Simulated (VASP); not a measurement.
## Ni: band structure with LDA+U

Crystal: Ni.

```
Ni
1.0
    -1.32599    1.32599    1.32599
     1.32599   -1.32599    1.32599
     2.65198    2.65198    0.00000
Ni
2
Cartesian
  0.0167 -0.0095 0.3588
  1.3093 1.3355 0.9672
```

This isn't the form of Ni at room conditions, which is fcc.

The cell isn't the ideal one: atom 2 moved 0.75 Å; volume scaled by 0.88.

```
Program                : VASP 6.6.1
Task                   : band structure
Functional             : LDA
Potentials or basis    : VASP PAW LDA potentials, release 64 (Ni)
Cutoff                 : 520 eV
k mesh                 : 12 × 12 × 7
Occupations            : fermi-dirac, width 0.1 eV
Spin                   : collinear spin, ferrimagnetic start
Starting moments       : [1.0, -0.5] μB
Hubbard terms          : Ni d U = 6.2 eV
Further INCAR settings : ALGO = Normal; EDIFF = 1e-07; NBANDS = 21
```

| Item | Value |
| --- | --- |
| Band gap along the path | none (metal or under the smearing width) |
| Net moment | 1.17 μB per cell |

It took 4.5 min on 1 thread of Intel(R) Xeon(R) 6975P-C (Granite Rapids), with other jobs on the host, peak memory 0.35 GiB.

Caveat: the log is that of the step along the path at fixed density, whose energy, stress, charges and moments have no meaning; the U is typed as a test and isn't derived for this compound. The state reached can hang on the start; a lower one may exist.
